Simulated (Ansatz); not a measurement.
**Ansatz run on SrO**

System: SrO (rock salt type), 2 atoms in the cell.

Ansatz input (lattice in Å, positions in fractions of it)
```yaml
crystal:
  lattice:
    - [0, 2.6, 2.6]
    - [2.6, 0, 2.6]
    - [2.6, 2.6, 0]
  atoms:
    - { symbol: Sr, position: [0, 0, 0] }
    - { symbol: O, position: [0.5, 0.5, 0.5] }
kpoints:
  mp_grid: { grid: [6, 6, 6] }
hamiltonian:
  xc: pbe
  pseudopotentials: { kind: paw, source: ansatz }
scf:
  occupations: { method: fermi_dirac, width: 0.02 }
  convergence: { dr2_threshold: "1e-10 eV" }
  max_iter: 300
  n_bands: 24
output:
  forces: true
  stress: true
  eigenvalues: true
```

The calculation used Ansatz 0.2.0 development build, PBE, plane waves, PAW datasets (earlier set, tuned by hand).

Output, in brief

```
Plane-wave cutoff used : 930 eV
Pressure               : -2.5 kbar
Valence electrons      : 16
Irreducible k-points   : 16
CPU time               : roughly 2 core-seconds on a shared host
```

Stress tensor in GPa, compression positive:
```
-0.25  0.00  0.00
 0.00 -0.25  0.00
 0.00  0.00 -0.25
```

The stress includes the program's correction for the finite plane-wave basis.
